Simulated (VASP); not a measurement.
ZnSe in VASP 6.6.1, single-point calculation

INCAR

```
LDAUL = 2 -1
LMAXMIX = 4
ISIF = 2
PREC = Accurate
GGA = PE
ENCUT = 520
LDAUJ = 0 0
LASPH = .TRUE.
NBANDS = 16
SIGMA = 0.02
LCHARG = .FALSE.
LDAU = .TRUE.
EDIFF = 1E-7
LDAUU = 5.0 0
LDAUTYPE = 2
NSW = 0
LWAVE = .FALSE.
NELM = 93
LREAL = .FALSE.
ISMEAR = -1
IBRION = -1
```

KPOINTS

```
KPOINTS created by Atomic Simulation Environment
0
Monkhorst-Pack
8 8 8
0 0 0
```

POSCAR

```
Zn Se
 1.0000000000000000
    -0.0000000000000000    2.8324206843821043    2.8324206843821043
     2.8324206843821043    0.0000000000000000    2.8324206843821043
     2.8324206843821043    2.8324206843821043    0.0000000000000000
 Zn  Se
   1   1
Cartesian
  0.0000000000000000 -0.0000000000000000  0.0000000000000000
  1.4162103421910519  1.4162103421910519  1.4162103421910519
```

The recommended PBE PAW datasets give the neutral cell 18 valence electrons.

Command

```
mpirun -np 1 vasp_std
```

Problem. Predict the outcome of this run.

Solution. It converged. Results: gap between bands v and c on the k mesh 1.98 eV; least direct gap on the k mesh 1.98 eV; pressure 1.2 GPa. Band v is the last that the valence electrons fill when counted band by band, and c is the next.

OSZICAR

```
N       E                     dE             d eps       ncg     rms          rms(c)
DAV:   1     0.895507893447E+02    0.89551E+02   -0.90237E+03  1920   0.131E+03
DAV:   2     0.150813293430E+00   -0.89400E+02   -0.84655E+02  2168   0.262E+02
DAV:   3    -0.581725258228E+01   -0.59681E+01   -0.59511E+01  2352   0.667E+01
DAV:   4    -0.586395930741E+01   -0.46707E-01   -0.46703E-01  2320   0.638E+00
DAV:   5    -0.586413413137E+01   -0.17482E-03   -0.17482E-03  2432   0.328E-01    0.559E+00
DAV:   6    -0.565625216858E+01    0.20788E+00   -0.34698E-01  2936   0.127E+01    0.394E+00
DAV:   7    -0.564012624709E+01    0.16126E-01   -0.11919E-01  2216   0.269E+00    0.143E+00
DAV:   8    -0.564177178070E+01   -0.16455E-02   -0.50155E-03  2112   0.539E-01    0.394E-01
DAV:   9    -0.564210031006E+01   -0.32853E-03   -0.88664E-04  2304   0.197E-01    0.718E-02
DAV:  10    -0.564216418927E+01   -0.63879E-04   -0.65852E-05  2432   0.627E-02    0.175E-02
DAV:  11    -0.564219327753E+01   -0.29088E-04   -0.31541E-05  2240   0.328E-02    0.678E-03
DAV:  12    -0.564219442548E+01   -0.11480E-05   -0.15466E-06  2624   0.202E-02    0.343E-03
DAV:  13    -0.564219460275E+01   -0.17727E-06   -0.63492E-07  2248   0.814E-03    0.559E-04
DAV:  14    -0.564219462486E+01   -0.22110E-07   -0.13430E-08  1872   0.102E-03
   1 F= -.56421946E+01 E0= -.56421946E+01  d E =-.222267E-11
```

The shifted mesh misses Γ, so a band edge there is missed.

For comparison, a separate PBE run of the intended cell, on usual settings and not on those above, gives a gap of 1.30 eV on its mesh and a pressure of 2.4 GPa.
